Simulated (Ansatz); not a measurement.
# Ru: the cost of one run

Program: Ansatz 0.2.0. Level of theory: DFT PBE, scalar-relativistic, plane waves, PAW. These are calculated values, not measurements.

## 1. The structure to begin with

Symmetry: P3m1, No. 156, trigonal system. Conventional cell: a = 5.416 Å, b = 5.416 Å, c = 23.634 Å, α = 90.00°, β = 90.00°, γ = 120.00°. Ru (site symmetry 3m) has 9 Ru at 2.71 Å as nearest neighbours. Ru (site symmetry m) is surrounded by 9 Ru at 2.71 Å. Ru (site symmetry m) is surrounded by 12 Ru at 2.71 Å. Ru (site symmetry 3m) has 12 Ru at 2.71 Å as nearest neighbours. Ru (site symmetry m) is surrounded by 11 Ru at 2.71 Å. Around Ru (site symmetry m) lie 7 Ru at 2.71 Å.

Coordinates:

```cif
data_structure
_symmetry_space_group_name_H-M 'P3m1'
_symmetry_Int_Tables_number 156
_cell_length_a 5.4164
_cell_length_b 5.4164
_cell_length_c 23.6338
_cell_angle_alpha 90.000
_cell_angle_beta 90.000
_cell_angle_gamma 120.000
_cell_volume 600.47
loop_
_atom_site_label
_atom_site_type_symbol
_atom_site_symmetry_multiplicity
_atom_site_Wyckoff_symbol
_atom_site_fract_x
_atom_site_fract_y
_atom_site_fract_z
_atom_site_occupancy
Ru1 Ru 1 b 0.33333 0.66667 0.35966 1
Ru2 Ru 3 d 0.33333 0.16667 0.35966 1
Ru3 Ru 3 d 0.16667 0.83333 0.45322 1
Ru4 Ru 1 c 0.66667 0.33333 0.45322 1
Ru5 Ru 3 d 0.00000 0.50000 0.54678 1
Ru6 Ru 1 a 0.00000 0.00000 0.54678 1
Ru7 Ru 3 d 0.33333 0.16667 0.64034 1
```

Slab cut from the bulk at the bulk's listed lattice constants, lower half held.

## 2. Relaxing the atoms

The input, input.yaml:

```yaml
crystal:
  lattice:
    - [5.41643794, 0.0, 0.0]
    - [-2.70821898, 4.69077286, 0.0]
    - [0.0, 0.0, 23.6337548251]
  atoms:
    - { symbol: Ru, position: [0.333333335, 0.166666665, 0.3596550807] }
    - { symbol: Ru, position: [0.333333335, 0.666666665, 0.3596550807] }
    - { symbol: Ru, position: [0.833333335, 0.166666665, 0.3596550807] }
    - { symbol: Ru, position: [0.833333335, 0.666666665, 0.3596550807] }
    - { symbol: Ru, position: [0.166666665, 0.333333335, 0.4532183637] }
    - { symbol: Ru, position: [0.166666665, 0.833333335, 0.4532183637] }
    - { symbol: Ru, position: [0.666666665, 0.333333335, 0.4532183637] }
    - { symbol: Ru, position: [0.666666665, 0.833333335, 0.4532183637] }
    - { symbol: Ru, position: [0.0, 0.0, 0.5467816363] }
    - { symbol: Ru, position: [0.0, 0.5, 0.5467816363] }
    - { symbol: Ru, position: [0.5, 0.0, 0.5467816363] }
    - { symbol: Ru, position: [0.5, 0.5, 0.5467816363] }
    - { symbol: Ru, position: [0.333333335, 0.666666665, 0.6403449193] }
    - { symbol: Ru, position: [0.833333335, 0.166666665, 0.6403449193] }
    - { symbol: Ru, position: [0.833333335, 0.666666665, 0.6403449193] }
basis:
  ecutwfc: 420.0
  fft_grid_basis: typed
kpoints:
  mp_grid: { grid: [6, 6, 1] }
hamiltonian:
  xc: pbe
  pseudopotentials: { kind: paw }
scf:
  occupations: { method: gaussian, width: 0.1 }
output:
  forces: true
  eigenvalues: true
efield:
  axis: 3
  dipole_correction: true
  ramp_width: 0.04
relax:
  adjacent_minimum: "off"
  f_tol: 0.04
  max_steps: 40
  constraints: [{ sites: [0, 1, 2, 3, 4, 5, 6, 7] }]
```

Command:

```bash
> ansatz run input.yaml --threads 4 --pin off --max-ram 8847MiB --backend cpu --events-out ev --progress --plain --runs-dir out
```

What time and memory should one allow on 4 threads of Arm Neoverse V1, shared host?

About 2.4 min, with a peak of 1.9 GiB.
